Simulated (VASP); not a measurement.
A run of VASP 6.6.1:

Contents of INCAR:

```
  PREC = Accurate
  ENCUT = 520
  EDIFF = 1E-6
  ISMEAR = 0
  SIGMA = 0.02
  LREAL = F
  LASPH = T
  NELM = 100
  ALGO = Normal
  ISIF = 2
  LWAVE = F
  LCHARG = F
  LDIPOL = T
  IDIPOL = 3
  DIPOL = 0.5 0.5 0.500
  GGA = PE
  IVDW = 12
  NBANDS = 11
```

KPOINTS

```
regular mesh
0
Gamma
  10 10 1
```

POSCAR

```
BN
1.0
    2.5051851807      0.0000000000      0.0000000000
    1.2500915888      2.1709960408      0.0000000000
    0.0000000000      0.0000000000     26.0000000000
B N
1 1
Direct
    0.4998931263      0.4998931263      0.5000000000
    0.8334068837      0.8334068837      0.5000000000
```

Potentials or basis: VASP PAW PBE potentials, release 64 (B, N).

Run with:

```sh
$ cat potpaw_PBE.64/B/POTCAR potpaw_PBE.64/N/POTCAR > POTCAR
$ mpirun -np 1 vasp_std > vasp.out
```

Hardware: 1 thread of Intel(R) Xeon(R) 6975P-C (Granite Rapids) (shared host).

Question: How long does it take, and how much memory?

Answer: It took 64 s on 1 thread of Intel(R) Xeon(R) 6975P-C (Granite Rapids) (shared host), peak memory 0.27 GiB. Counts: scf iterations 21, k points 31.
